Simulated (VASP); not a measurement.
A run of VASP 6.6.1:

Contents of INCAR:

```
PREC = Accurate
ENCUT = 520
EDIFF = 1E-6
ISMEAR = 1
SIGMA = 0.1
LREAL = False
LASPH = True
NELM = 60
ALGO = Normal
ISIF = 2
LWAVE = False
LCHARG = False
METAGGA = R2SCAN
LMIXTAU = True
NBANDS = 30
KPAR = 2
```

Contents of KPOINTS:

```
regular mesh
0
Gamma
  16 16 8
```

The input POSCAR:

```
Sc                                      
1.0
    3.3340598700      0.0000000000      0.0000000000
   -1.6670299400      2.8873805800      0.0000000000
    0.0000000000      0.0000000000     10.3794279800
  Sc            
     4
Direct
     0.0000000000000000    0.0000000000000000    0.0000000000000000
     0.3333330000000032    0.6666669999999968    0.2500000000000000
     0.0000000000000000    0.0000000000000000    0.5000000000000000
     0.3333330000000032    0.6666669999999968    0.7500000000000000
```

Potentials or basis: VASP PAW PBE potentials, release 64 (Sc_sv).

Run with:

```sh
$ cat potpaw_PBE.64/Sc_sv/POTCAR > POTCAR
$ mpirun -np 2 vasp_std > vasp.out
```

Hardware: 2 MPI ranks on Intel(R) Xeon(R) 6975P-C (Granite Rapids), on a shared host.

How long does it take, and how much memory?

Run time: 11 min on 2 MPI ranks on Intel(R) Xeon(R) 6975P-C (Granite Rapids), on a shared host, peak memory 0.47 GiB a rank. Counts: scf iterations 20, k points 150.
